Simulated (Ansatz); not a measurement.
Runs of Ansatz 0.2.0 on I. It takes space group Cmce (No. 64, orthorhombic). Conventional cell: a = 7.270 Å, b = 4.790 Å, c = 9.793 Å, α = 90.00°, β = 90.00°, γ = 90.00°. Around I (site symmetry m) lie 1 I at 2.68 Å. 

```csv
task,level,cell,k mesh,points for each segment of the path,gap on the mesh (eV),pressure (GPa),relaxed volume (Å³/atom),largest force (eV/Å)
relaxation of cell and atoms,RPBE+D3(BJ),relaxed,7 × 7 × 3,-,-,0.0,26.72,-
band structure,B3LYP,as given,4 × 4 × 2,4,(b),2.9,-,0.56
band structure,PBEsol0,as given,4 × 4 × 2,4,2.79,-0.3,-,(a)
band structure,HSE06,as given,4 × 4 × 2,4,2.14,1.0,-,0.30
band structure,PBE0,as given,4 × 4 × 2,4,2.84,0.9,-,0.25
relaxation of cell and atoms,BLYP+D4,relaxed,7 × 7 × 3,-,0.87,0.0,40.38,-
relaxation of cell and atoms,revPBE+D4,relaxed,7 × 7 × 3,-,0.90,0.0,38.61,-
relaxation of cell and atoms,revPBE+D3(BJ),relaxed,7 × 7 × 3,-,0.90,0.0,38.44,-
relaxation of cell and atoms,RPBE+D4,relaxed,7 × 7 × 3,-,0.85,0.0,37.53,0.01
relaxation of cell and atoms,BLYP+D3(BJ),relaxed,7 × 7 × 3,-,0.83,0.0,39.34,-
```

Alike in all rows: potentials or basis Ansatz PAW; no spin polarisation; cutoff (eV) 420; smearing fermi-dirac 0.05 eV.

Fill in the values left out.

(a) 0.20; (b) 2.50.

Caveats: the PAW data sets come from PBE, with cores solved anew for the run's functional, which leaves a small shift of forces and pressure; spin-orbit coupling is left out, which moves the levels of the heavy elements (some runs); the plane-wave basis is chosen anew once the cell has moved, so the energies of steps on either side of that aren't comparable (some runs); odd divisions of the mesh miss points on the zone boundary, where band edges often lie, so the gap on the mesh can be too wide (some runs); the thresholds are loose for stress (some runs); the volume moved by over 15 % at a fixed basis, so the end points are rough (some runs); the volume moved by -37 % from the deposited cell, more than functionals usually miss (some runs).

A k mesh can miss the band edges, and the runs leave out spin-orbit coupling on I.

Runs at the PBE level aren't shown here.
